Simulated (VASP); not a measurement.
Rh:

```xyz
2
Lattice="2.7310 0.0000 0.0000 -1.3655 2.3651 0.0000 0.0000 0.0000 4.4285" Properties=species:S:1:pos:R:3 pbc="T T T"
Rh    0.0000    1.5767    1.1071
Rh    1.3655    0.7884    3.3214
```

This isn't the form of Rh at room conditions, which is fcc.

```yaml
Program: VASP 6.6.1
Task: relaxation of cell and atoms
Functional: r2SCAN
Potentials_or_basis: VASP PAW PBE potentials, release 64 (Rh_pv)
Cutoff: 600 eV
k_mesh: 11 × 11 × 6
Occupations: methfessel-paxton, width 0.1 eV
Spin: no spin polarisation
```

At the start: pressure -8.8 GPa; volume 14.30 Å³/atom.

Question: How do energy, volume and symmetry change on relaxing?

Answer: Over 10 steps the energy falls by 14.0 meV/atom and the volume is 13.82 Å³/atom (-3.4 %); space group P6_3/mmc (No. 194, to 0.05 Å).

The path:
```
step  energy change (eV)  largest force (eV/Å)  pressure (GPa)  volume (Å³)
   1              0.0000                0.0000           -8.84        28.60
   2              0.1494                0.0000           28.44        25.46
   3             -0.0280                0.0000           -0.26        27.66
   4             -0.0280                0.0000           -0.02        27.64
   5             -0.0280                0.0000            0.17        27.62
   6             -0.0280                0.0000           -0.33        27.67
   7             -0.0281                0.0000           -0.07        27.64
   8             -0.0281                0.0000           -0.09        27.64
   9             -0.0281                0.0000            0.05        27.63
  10             -0.0281                0.0000           -0.04        27.63
```

Final structure:
```
CELL_PARAMETERS angstrom
2.70221 0.00000 0.00000
-1.35110 2.34018 0.00000
0.00000 0.00000 4.36998
ATOMIC_POSITIONS crystal
Rh 0.33333 0.66667 0.25000
Rh 0.66667 0.33333 0.75000
```

Caveat: the PAW data sets were made with another functional, which shifts forces and pressure a little.
